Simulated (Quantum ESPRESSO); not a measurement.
# BAs: zone-centre phonons under several settings

```
B As
1.0
     2.93437    0.00000    0.00000
     0.00000    2.93437    0.00000
     0.00000    0.00000    2.93437
B As
1 1
Direct
  0.50000 0.50000 0.50000
  0.00000 0.00000 0.00000
```

The cell was built by a generator and needn't be a form met in nature.

All runs used Quantum ESPRESSO 7.5; k mesh 6 × 6 × 6, shifted; no spin polarisation; occupations fermi-dirac, width 0.05 eV.

```csv
level,potentials,geometry,cutoff (eV),volume (Å³/atom),pressure (GPa),lowest optical mode without the field (cm⁻¹)
WC,SG15 PBE 1.2,relaxed cell,952,12.65,0.0,32i
PBEsol,Ansatz NC SR PBE,given cell,1143,12.63,?,?
```

**Question.** What stands in the row left open?

**Answer.** Pressure -3.1 GPa; lowest optical mode without the field 76i cm⁻¹.

Values marked i are imaginary: the cell is unstable against those modes at that level, or the meshes are too thin.

Caveats: the mesh is thin for the phonons of a metal; the potentials were made for another functional, which shifts forces and pressure; some modes are imaginary; the cell is more than 3 GPa from zero pressure, which shifts response properties (some runs).

For the row left open. Caveat: the k mesh is coarse; the mesh is thin for the phonons of a metal; the potentials were made for another functional, which shifts forces and pressure; some modes are imaginary; the cell is more than 3 GPa from zero pressure, which shifts response properties.

The runs don't all hold the same shells in valence.
